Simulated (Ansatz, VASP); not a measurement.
# LiF: VASP beside Ansatz

The input POSCAR:

```
LiF
1.0
    0.0000000000      2.0547178897      2.0547178897
    2.0547178897      0.0000000000      2.0547178897
    2.0547178897      2.0547178897      0.0000000000
Li F
1 1
Direct
    0.0000000000      0.0000000000      0.0000000000
    0.5000000000      0.5000000000      0.5000000000
```

The input INCAR.step1:

```
SYSTEM = LiF
ALGO = Normal ; EDIFF = 1E-4
ENCUT = 520 ; GGA = PE
ISMEAR = 0 ; LASPH = .True.
LCHARG = .False. ; LREAL = .False.
LWAVE = .True. ; NBANDS = 12
NELM = 60 ; PREC = Accurate
SIGMA = 0.01
```

INCAR.step2

```
SYSTEM = LiF
ALGO = Normal ; EDIFF = 1E-6
ENCUT = 520 ; ISIF = 2
ISMEAR = 0 ; ISTART = 1
LASPH = .True. ; LCHARG = .True.
LELF = .True. ; LMIXTAU = .True.
LREAL = .False. ; LVHAR = .True.
LWAVE = .False. ; METAGGA = R2SCAN
NBANDS = 12 ; NELM = 60
PREC = Accurate ; SIGMA = 0.01
```

Contents of KPOINTS:

```
k-points
0
Gamma
  10 10 10
  0 0 0
```

Input for Ansatz:

```yaml
crystal:
  lattice:
    - [0.0, 2.0547178897, 2.0547178897]
    - [2.0547178897, 0.0, 2.0547178897]
    - [2.0547178897, 2.0547178897, 0.0]
  atoms:
    - { symbol: Li, position: [0.0, 0.0, 0.0] }
    - { symbol: F, position: [0.5, 0.5, 0.5] }
kpoints:
  mp_grid: { grid: [10, 10, 10] }
  band_path:
    path:
      - [0.0, 0.0, 0.0]
      - [0.5, 0.0, 0.5]
      - [0.625, 0.25, 0.625]
      - [0.375, 0.375, 0.75]
      - [0.5, 0.5, 0.5]
      - [0.5, 0.25, 0.75]
      - [-0.0625, 0.0, 0.0625]
    npoints: 1
hamiltonian:
  xc: r2scan
scf:
  occupations: { method: fixed }
  n_extra_bands: 4
output:
  forces: true
  stress: true
  eigenvalues: true
```

Change from the starting cell: hydrostatic strain +3.0%.

Alike in both runs: task single point; functional r2SCAN; k mesh 10 × 10 × 10; no spin polarisation.

|  | VASP | Ansatz |
| --- | --- | --- |
| version | VASP 6.6.1 | Ansatz 0.2.0 |
| potentials or method | VASP PAW PBE potentials, release 64 (Li_sv, F) | plane waves, PAW |
| plane-wave cutoff (eV) | 520 | 500 |
| occupations | gaussian, width 0.01 eV | fixed |
| valence electrons in the cell | 10 | 10 |

Ansatz gave:

| Property | Result |
| --- | --- |
| gap on the k mesh at the Fermi level (eV) | 9.52 |

Task: Which values does VASP return?

Result: gap on the k mesh at the Fermi level (eV): 9.71.

 A k mesh can miss the band edges.
